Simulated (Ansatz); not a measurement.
# ZnS (F-43m) in Ansatz: a series of runs

One crystal, ZnS, is run at these levels: PBE, PBEsol, revPBE, BLYP; tasks: band structure, Born charges and dielectric tensor, elastic constants, single point, equation of state.

Everything below comes from runs of Ansatz 0.2.0. Logs are shortened: lines on timing, memory, paths and dates and some standing lists are left out, and cuts for length are marked.

**Experimental background.**

“Electronic, vibrational, and thermodynamic properties of ZnS (zincblende and rocksalt structure)”, 2009, arxiv:0911.5022 quotes, for a bulk crystal of ZnS at 19 K: band gap 3.85 eV (direct).

A printed reference work, monograph reports, for a bulk crystal of ZnS: high-frequency dielectric constant 5.14.

The results are compared with them further down.

## 1. The crystal as given

It takes space group F-43m (No. 216, cubic). Conventional cell: a = 5.404 Å, b = 5.404 Å, c = 5.404 Å, α = 90.00°, β = 90.00°, γ = 90.00°. Around Zn (site symmetry -43m) lie 4 S at 2.34 Å. S (site symmetry -43m) has 4 Zn at 2.34 Å as nearest neighbours.

## 2. Band structure, PBE

Contents of input.yaml:

```yaml
crystal:
  lattice:
    - [0.0, 2.702, 2.702]
    - [2.702, 0.0, 2.702]
    - [2.702, 2.702, 0.0]
  atoms:
    - { symbol: Zn, position: [0.75, 0.75, 0.75] }
    - { symbol: S, position: [0.0, 0.0, 0.0] }
hamiltonian:
  xc: pbe
  pseudopotentials: { kind: paw }
kpoints:
  mp_grid: { grid: [9, 9, 9] }
  band_path:
    path:
      - [[0.0, 0.0, 0.0], [0.5, 0.0, 0.5], [0.5, 0.25, 0.75], [0.375, 0.375, 0.75], [0.0, 0.0, 0.0], [0.5, 0.5, 0.5], [0.625, 0.25, 0.625], [0.5, 0.25, 0.75], [0.5, 0.5, 0.5], [0.375, 0.375, 0.75]]
      - [[0.625, 0.25, 0.625], [0.5, 0.0, 0.5]]
    npoints: 14
scf:
  occupations: { method: fermi_dirac, width: 0.05 }
  n_extra_bands: 6
output:
  forces: true
  stress: true
  eigenvalues: true
  fatbands: true
```

Potentials or basis: Ansatz PAW.

Run with:

```bash
$ ansatz run input.yaml --threads 2 --pin off --max-ram 5120MiB --backend cpu --events-out ev --progress --plain --runs-dir out
```

The log of the run:

```text
Warning: RAYON_NUM_THREADS=2 ignored (pool sized by the plan → 2); use --threads N
scf.n_extra_bands = 6 over 9 filled bands (N_el = 18.0): the run solves 15 bands
Engine: ansatz 0.2.0, x86_64-unknown-linux-gnu
Pseudopotentials: kind: paw
Pseudopotential: Zn, paw, valence charge 12, recommended cutoff 420 eV (normal), Zn.paw.azcp
Pseudopotential: S, paw, valence charge 6, recommended cutoff 420 eV (normal), S.paw.azcp
Functional definition: PBE
  parameter kappa = 0.804
  parameter beta = 0.06672455060314922
  exchange = pbe_x(kappa = kappa, mu = beta*pi^2/3)
  correlation = pbe_c(beta = beta)
Crystal: 2 atoms, lattice volume = 39.454 Å³
Basis set: ecut = 420 eV, 749 PW (Γ), exchange–correlation on 54×54×54 points (8 copies of the dense FFT grid, shifted against one another)
Bands: 15, of which v1, the nominal top of the filled ones, is band 9 counted from 1 (8 counted from 0)
Symmetry: 24 space group operations
Space group: F-43m (ITA 216), of the structure as read, at distance tolerance 3.4e-5 Å
k-points: 35 of 729 (time reversal used)
Non-local potential: Zn, projectors of the file, l = 0: 2, l = 1: 2, l = 2: 3, l = 3: 1
Non-local potential: S, projectors of the file, l = 0: 2, l = 1: 2, l = 2: 2
PAW form: soft (Blöchl's): semilocal exchange-correlation on the pseudo side does not see the compensation charge
PAW one-centre angular grid: Zn, 590 points (default); XC on 64 Gauss nodes
PAW one-centre angular grid: S, 110 points (default); XC on 64 Gauss nodes
Initial density: superposition of atomic densities (neutral atoms: chi_scale 0, normalization atom), corrected by the library's trained network
Initial wavefunctions: pseudopotential atomic-orbital guess
Functional: x = pbe(κ = 0.804, μ = 0.2195149727645171), c = pbe(β = 0.06672455060314922)
SCF iter   1: F=—  HF=-4222.729856 eV  |F-HF|=—  |Δ(HF+E_count)|=         —  Δρ=5.97e-4  dr2=1.82e-4  ethr=1.77e-3  ⟨swp⟩=5.3  Hψ=2941  notcnv=0
preconditioner: auto → none  [insulator: Δε(μ)=2.102 eV  Ē_g=13.924 eV  σ=0.050 eV  W_gap=1.00  n_scr=14 (ndim 8)  ℏωp=25.1 eV  f_vac=0.026  D(μ)=0.00/eV (n_scr^D=0)  ε∞_Penn≈4.2]
SCF iter   2: F=—  HF=-4222.730077 eV  |F-HF|=—  |Δ(HF+E_count)|=   2.21e-4  Δρ=5.96e-4  dr2=6.51e-5  ethr=1.01e-6  ⟨swp⟩=2.3  Hψ=1163  notcnv=0  defer=15
SCF iter   3: F=—  HF=-4222.730083 eV  |F-HF|=—  |Δ(HF+E_count)|=   6.29e-6  Δρ=1.54e-4  dr2=7.22e-6  ethr=3.62e-7  ⟨swp⟩=2.0  Hψ=723  notcnv=0  defer=15
SCF iter   4: F=—  HF=-4222.730093 eV  |F-HF|=—  |Δ(HF+E_count)|=   1.06e-5  Δρ=6.05e-5  dr2=6.07e-7  ethr=4.01e-8  ⟨swp⟩=2.0  Hψ=751  notcnv=0  defer=15
SCF iter   5: F=—  HF=-4222.730097 eV  |F-HF|=—  |Δ(HF+E_count)|=   3.51e-6  Δρ=3.19e-5  dr2=2.40e-7  ethr=3.37e-9  ⟨swp⟩=2.0  Hψ=786  notcnv=0  defer=15
SCF iter   6: F=-4222.730098 eV  HF=-4222.730098 eV  |F-HF|=1.25e-8  |Δ(HF+E_count)|=   5.94e-7  Δρ=3.50e-6  dr2=1.88e-9  ethr=5.56e-10  ⟨swp⟩=7.1  Hψ=2608  notcnv=0
SCF 1 converged in 6 iterations: F = -4222.730098 eV  dr2 = 1.88e-9
NSCF: frozen V_eff on 142 k-points
SCF converged after 6 iterations
Free energy (F): -4222.730098 eV
Harris-Foulkes:  -4222.730098 eV  (|F-HF|=1.25e-8)
Internal energy: -4222.730098 eV  (E = F + TS)
E sigma→0 (E₀):  -4222.730098 eV
Fermi energy:    6.881852 eV
--- Per-component energies (eV) ---
  E_band       = 5.104308
  E_kinetic    = 238.363500
  E_local      = -2040.909008  (includes V_loc(G=0)·N_el)
  E_nonlocal   = 642.720431
  E_hartree    = 853.402639
  E_xc         = -234.430181
  E_vxc        = -139.592010  (∫ρ·V_xc dr)
  E_paw        = -2428.497823  (= ΣΔE_a)
  E_vpaw       = -402.283966  (= ΣTr[D̂ρ^β])
  E_aug_tail   = -0.000361  (compensation charges beyond the density's cutoff)
  E_ewald      = -1253.379294
  E_smearing   = -0.000000  (= −TS)
  E_closure    = -0.000000  (closes the sum)
  Σ components = -4222.730098   (vs F -4222.730098, Δ=0.00e0)
--- Forces (eV/Å), atoms counted from 1 ---
  atom   1  Zn     0.00000000    -0.00000000     0.00000000
  atom   2  S     -0.00000000    -0.00000000     0.00000000
  max |Σ_I F_I| component: 5.55e-17 eV/Å
--- Stress (GPa, compression-positive) ---
        1.597806      -0.000000      -0.000000
        0.000000       1.597806       0.000000
       -0.000000       0.000000       1.597806
  P = ⅓ Tr σ = 1.5978 GPa (15.978 kbar)
--- Band table (eV; the first three rows and the last of 35) ---
  k-point 0: bands = ["-7.3563", "-0.5481", "-0.5481", "-0.5481", "-0.0477", "-0.0477", "5.7867", "5.7867", "5.7867", "7.8961", "12.1563", "12.1563", "12.1563", "17.4038", "17.4038"]
  k-point 1: bands = ["-7.2634", "-0.5479", "-0.5313", "-0.5313", "-0.0492", "-0.0492", "4.8556", "5.6682", "5.6682", "8.6013", "12.0637", "12.3614", "12.3614", "16.9217", "16.9217"]
  k-point 2: bands = ["-7.0125", "-0.5196", "-0.4916", "-0.4916", "-0.0481", "-0.0481", "3.3339", "5.3932", "5.3932", "9.2197", "12.4594", "12.7231", "12.7231", "16.5879", "16.5879"]
  k-point 34: bands = ["-6.1347", "-0.4182", "-0.2859", "-0.1236", "-0.0609", "0.3012", "1.2346", "2.8932", "3.4163", "11.3561", "11.6886", "13.2678", "14.7809", "17.5559", "19.3237"]
```

bands.tsv:

```text
# k_distance	band_0	band_1	band_2	band_3	band_4	band_5	band_6	band_7	band_8	band_9	band_10	band_11	band_12	band_13	band_14
# fermi_ev = 6.881852
# lock_threshold_ev = 1e-12
[... 156 lines left out ...]
7.375460	-12.997199	-7.448583	-7.089509	-7.086472	-6.856648	-6.702702	-5.653805	-3.396262	-3.294987	2.388471	3.056366	9.687354	10.603484	10.834980	12.375439
7.404822	-12.997330	-7.453146	-7.087820	-7.086506	-6.855338	-6.708593	-5.652938	-3.352175	-3.306392	2.345376	3.008608	9.777677	10.727794	10.843768	12.366964
7.434184	-12.997446	-7.455949	-7.086804	-7.086487	-6.854533	-6.712206	-5.652453	-3.324825	-3.313256	2.317289	2.981142	9.837264	10.811209	10.842591	12.349732
7.463547	-12.997483	-7.456891	-7.086465	-7.086465	-6.854266	-6.713420	-5.652297	-3.315549	-3.315549	2.307565	2.972220	9.858253	10.840880	10.840880	12.341203
```

Run time: 2.4 s. Hardware: 2 threads of Intel Xeon Platinum 8488C (Sapphire Rapids), shared host; peak memory 0.38 GiB.

What came out:

```yaml
Free_energy: -4222.7301 eV
Pressure: 1.6 GPa
Band_gap_on_the_k_mesh: 2.11 eV, direct
Band_gap_along_the_path: 2.11 eV, direct
```

Levels at the corners of the path, in eV from the valence-band top:
| point | band 7 | band 8 | band 9 | band 10 | band 11 | band 12 |
| --- | --- | --- | --- | --- | --- | --- |
| Γ | 0.00 | 0.00 | 0.00 | 2.11 | 6.37 | 6.37 |
| X | -4.56 | -2.22 | -2.22 | 3.40 | 4.07 | 10.95 |
| W | -4.59 | -2.75 | -2.71 | 5.69 | 6.02 | 7.85 |
| K | -4.62 | -3.11 | -1.81 | 4.12 | 5.95 | 9.35 |
| Γ | 0.00 | 0.00 | 0.00 | 2.11 | 6.37 | 6.37 |
| L | -5.29 | -0.87 | -0.87 | 3.30 | 6.90 | 6.90 |
| U | -4.62 | -3.11 | -1.81 | 4.12 | 5.95 | 9.35 |
| W | -4.59 | -2.75 | -2.71 | 5.69 | 6.02 | 7.85 |
| L | -5.29 | -0.87 | -0.87 | 3.30 | 6.90 | 6.90 |
| K | -4.62 | -3.11 | -1.81 | 4.12 | 5.95 | 9.35 |
| U | -4.62 | -3.11 | -1.81 | 4.12 | 5.95 | 9.35 |
| X | -4.56 | -2.22 | -2.22 | 3.40 | 4.07 | 10.95 |

## 3. Born charges and dielectric tensor, PBE

Contents of input.yaml:

```yaml
crystal:
  lattice:
    - [0.0, 2.702, 2.702]
    - [2.702, 0.0, 2.702]
    - [2.702, 2.702, 0.0]
  atoms:
    - { symbol: Zn, position: [0.75, 0.75, 0.75] }
    - { symbol: S, position: [0.0, 0.0, 0.0] }
hamiltonian:
  xc: pbe
  pseudopotentials: { kind: paw }
kpoints:
  mp_grid: { grid: [9, 9, 9] }
scf:
  occupations: { method: fixed }
output:
  eigenvalues: true
dielectric:
  method: response
```

Potentials or basis: Ansatz PAW.

Run with:

```bash
$ ansatz run input.yaml --threads 2 --pin off --max-ram 5120MiB --backend cpu --events-out ev --progress --plain --runs-dir out
```

The log of the run:

```text
Warning: RAYON_NUM_THREADS=2 ignored (pool sized by the plan → 2); use --threads N
Engine: ansatz 0.2.0, x86_64-unknown-linux-gnu
Pseudopotentials: kind: paw
Pseudopotential: Zn, paw, valence charge 12, recommended cutoff 420 eV (normal), Zn.paw.azcp
Pseudopotential: S, paw, valence charge 6, recommended cutoff 420 eV (normal), S.paw.azcp
Functional definition: PBE
  parameter kappa = 0.804
  parameter beta = 0.06672455060314922
  exchange = pbe_x(kappa = kappa, mu = beta*pi^2/3)
  correlation = pbe_c(beta = beta)
Crystal: 2 atoms, lattice volume = 39.454 Å³
Basis set: ecut = 420 eV, 749 PW (Γ), exchange–correlation on 54×54×54 points (8 copies of the dense FFT grid, shifted against one another)
Bands: 13, of which v1, the nominal top of the filled ones, is band 9 counted from 1 (8 counted from 0)
Symmetry: 24 space group operations
k-points: 125 of 729 (irreducible under 4 space group operations, time reversal used)
Non-local potential: Zn, projectors of the file, l = 0: 2, l = 1: 2, l = 2: 3, l = 3: 1
Non-local potential: S, projectors of the file, l = 0: 2, l = 1: 2, l = 2: 2
PAW form: soft (Blöchl's): semilocal exchange-correlation on the pseudo side does not see the compensation charge
PAW one-centre angular grid: Zn, 590 points (default); XC on 64 Gauss nodes
PAW one-centre angular grid: S, 110 points (default); XC on 64 Gauss nodes
Initial density: superposition of atomic densities (neutral atoms: chi_scale 0, normalization atom), corrected by the library's trained network
Initial wavefunctions: pseudopotential atomic-orbital guess
Functional: x = pbe(κ = 0.804, μ = 0.2195149727645171), c = pbe(β = 0.06672455060314922)
SCF iter   1: F=—  HF=-4222.729973 eV  |F-HF|=—  |Δ(HF+E_count)|=         —  Δρ=6.05e-4  dr2=1.91e-4  ethr=1.77e-3  ⟨swp⟩=4.9  Hψ=8625  notcnv=0  defer=233
[... 28 lines left out ...]
E sigma→0 (E₀):  -4222.730098 eV
Fermi energy:    5.786710 eV
--- Per-component energies (eV) ---
  E_band       = 5.103916
  E_kinetic    = 238.363639
  E_local      = -2040.909312  (includes V_loc(G=0)·N_el)
  E_nonlocal   = 642.720534
  E_hartree    = 853.402764
  E_xc         = -234.430208
  E_vxc        = -139.592041  (∫ρ·V_xc dr)
  E_paw        = -2428.497860  (= ΣΔE_a)
  E_vpaw       = -402.283923  (= ΣTr[D̂ρ^β])
  E_aug_tail   = -0.000361  (compensation charges beyond the density's cutoff)
  E_ewald      = -1253.379294
  E_smearing   = -0.000000  (= −TS)
  E_closure    = 0.000000  (closes the sum)
  Σ components = -4222.730098   (vs F -4222.730098, Δ=0.00e0)
--- Band table (eV; the first three rows and the last of 125) ---
  k-point 0: bands = ["-7.3563", "-0.5481", "-0.5481", "-0.5481", "-0.0477", "-0.0477", "5.7867", "5.7867", "5.7867", "7.8960", "12.1563", "12.1563", "12.1563"]
  k-point 1: bands = ["-7.2634", "-0.5479", "-0.5313", "-0.5313", "-0.0492", "-0.0492", "4.8555", "5.6682", "5.6682", "8.6013", "12.0636", "12.3614", "12.3614"]
  k-point 2: bands = ["-7.0125", "-0.5196", "-0.4916", "-0.4916", "-0.0481", "-0.0481", "3.3339", "5.3932", "5.3932", "9.2196", "12.4593", "12.7230", "12.7230"]
  k-point 124: bands = ["-6.3142", "-0.4127", "-0.3711", "-0.1772", "-0.0377", "0.0640", "1.5530", "3.0326", "4.3662", "11.0126", "11.9838", "12.7141", "15.1162"]
--- Dielectric response (ions clamped): 3 representative field directions + reference, inside a basis on a mesh of 1000 k-points (Σ response iterations 15) ---
  ε∞ (high-frequency dielectric tensor):
        5.933005    -0.000000     0.000000
       -0.000000     5.933005     0.000000
        0.000000     0.000000     5.933005
  Born effective charges Z* (e; rows j = field, columns β = displacement):
    site 0:
         1.99432    0.00000   -0.00000
         0.00000    1.99432    0.00000
        -0.00000    0.00000    1.99432
    site 1:
        -1.99432   -0.00000    0.00000
        -0.00000   -1.99432   -0.00000
         0.00000   -0.00000   -1.99432
  Z* charge neutrality: 3.898e-4 e pre-enforcement
  solved inside a basis spanned on kpoints, on 10×10×10 k-points, its susceptibility summed on 14×14×14: ε∞ is read to err by 1.5e-2, Z* by 1.3e-2 e (field_mesh: kpoints solves on kpoints); Z* is corrected for what the basis lacks
```

It took 18 s on 2 threads of Intel Xeon Platinum 8488C (Sapphire Rapids), shared host; peak memory 0.58 GiB.

What came out:

* Free energy: -4222.7301 eV
* Band gap on the k mesh: 2.11 eV, direct
* Electronic dielectric tensor (diagonal): 5.93
* Born charges (mean of the diagonal): Zn +1.99; S -1.99 e

Levels at points of the mesh, in eV from the valence-band top:
| k point | band 5 | band 6 | band 7 | band 8 | band 9 | band 10 | band 11 | band 12 | band 13 |
| --- | --- | --- | --- | --- | --- | --- | --- | --- | --- |
| (0.00, 0.00, 0.00) | -5.83 | -5.83 | 0.00 | 0.00 | 0.00 | 2.11 | 6.37 | 6.37 | 6.37 |

Electronic dielectric tensor:
```
5.93 0.00 0.00
0.00 5.93 0.00
0.00 0.00 5.93
```

Born effective charge tensors (e):
atom 1, Zn
```
1.99 0.00 0.00
0.00 1.99 0.00
0.00 0.00 1.99
```
atom 2, S
```
-1.99  0.00  0.00
 0.00 -1.99  0.00
 0.00  0.00 -1.99
```

Caveat: odd divisions of the mesh miss points on the zone boundary, where band edges often lie, so the gap on the mesh can be too wide.

[end of part 1 of 3]
